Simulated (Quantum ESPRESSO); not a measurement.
The system is Mg.

```xyz
1
Lattice="-1.8360 1.8360 1.6794 1.8360 -1.8360 1.6794 1.8360 1.8360 -1.6794" Properties=species:S:1:pos:R:3 pbc="T T T"
Mg    0.0000    0.0000    0.0000
```

This isn't the form of Mg at room conditions, which is hcp.

* Program: Quantum ESPRESSO 7.5
* Task: single point
* Functional: PBE
* Potentials or basis: SSSP 1.3 efficiency PBE
* Cutoff: 748 eV
* Density cutoff: 5987 eV
* k mesh: 11 × 11 × 11
* Occupations: fermi-dirac, width 0.05 eV
* Spin: no spin polarisation

On this cell: pressure 0.5 GPa; band gap on the k mesh none (metal or under the smearing width).

The same run follows on a disturbed copy (cell strained at random at fixed volume):

```
Mg
1.0
    -1.78838    1.82401    1.69227
     1.82438   -1.82503    1.73276
     1.79404    1.83070   -1.69339
Mg
1
Direct
  0.00166 0.01882 0.01069
```

**Question.** What changes?

**Answer.** The energy (extrapolated to zero smearing) moves by -0.4 meV/atom; pressure 0.3 GPa; band gap on the k mesh none (metal or under the smearing width).

Stress tensor (GPa, compression positive):
```
 0.34 -0.06 -0.74
-0.06 -0.05  0.01
-0.74  0.01  0.73
```
